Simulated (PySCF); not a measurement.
Several orderings of computed values.

Each SMILES stands for a single optimised conformer of the isolated species, non-relativistic unless stated; the electronic structure was computed with PySCF and density fitting.

The conformers computed, where there is a choice (atom-mapped SMILES and torsion angles):
- `[CH2:1]=[CH:2][O:3][CH:4]=[CH2:5]`: C1–C2–O3–C4 180°, C2–O3–C4–C5 180°
- `[O:1]=[CH:2][c:3]1[cH:4][cH:5][n:6][cH:7][cH:8]1`: O1–C2–C3–C4 180°
- `[CH2:1]=[CH:2][S:3](=[O:4])(=[O:5])[O:6][CH3:7]`: C1–C2–S3–O4 -144°, C2–S3–O6–C7 86°
- `[CH3:1][CH:2]([CH3:3])[CH2:4][OH:5]`: C1–C2–C4–O5 62°, H–O5–C4–C2 58°

Question: Rank by HOMO energy, lowest first (PBE0/pcSseg-1 at GFN2-xTB geometries).
A. `C(C)(CO)C` (C4H10O)
B. `C=CS(=O)(=O)OC` (C3H6O3S)
C. `CCCl` (C2H5Cl)
D. `C=COC=C` (C4H6O)
E. `C` (CH4)
F. `CC(C)F` (C3H7F)
G. `O=CC1=CC=NC=C1` (C6H5NO)
H. `c1ccncc1` (C5H5N)

Answer: E (-11.02 eV), F (-9.15 eV), B (-8.76 eV), C (-8.36 eV), G (-7.78 eV), A (-7.66 eV), H (-7.37 eV), D (-6.45 eV).

Question: Rank by HOMO–LUMO gap, lowest first (PBE0/pcSseg-1 at GFN2-xTB geometries).
A. `C` (CH4)
B. `CCCl` (C2H5Cl)
C. `C=CS(=O)(=O)OC` (C3H6O3S)
D. `c1ccncc1` (C5H5N)
E. `CC(C)CO` (C4H10O)
F. `C=COC=C` (C4H6O)

Answer: D (6.61 eV), F (6.77 eV), C (7.53 eV), E (8.98 eV), B (9.31 eV), A (13.00 eV).

Question: Rank by dipole moment, lowest first (PBE0/pcSseg-1 at GFN2-xTB geometries).
A. `C=CS(=O)(=O)OC` (C3H6O3S)
B. `CC(C)F` (C3H7F)
C. `c1ccncc1` (C5H5N)
D. `CC(CO)C` (C4H10O)
E. `C=COC=C` (C4H6O)
F. `C` (CH4)

Answer: F (0.00 D), E (1.41 D), D (1.69 D), B (1.89 D), C (2.23 D), A (4.41 D).

Question: Give the two extremes of that set in atomic units.

Answer: `C` (CH4): 0.00 au; `C=CS(=O)(=O)OC`: 1.74 au.

Question: Rank by smallest rotational constant, highest first (GFN2-xTB).
A. `OCC(C)C` (C4H10O)
B. `CC(C)F` (C3H7F)
C. `FC(Cl)(Cl)Cl` (CCl3F)
D. `CCCl` (C2H5Cl)
E. `c1c(ccnc1)C=O` (C6H5NO)
F. `c1ncccc1` (C5H5N)
G. `C=COC=C` (C4H6O)

Answer: D (5.013 GHz), B (4.815 GHz), F (3.009 GHz), A (2.682 GHz), G (2.365 GHz), C (1.709 GHz), E (1.230 GHz).

Question: Give the two extremes of that set in cm⁻¹.

Answer: `O=Cc1ccncc1`: 0.0410 cm⁻¹; `CCCl` (ethyl chloride): 0.1672 cm⁻¹.
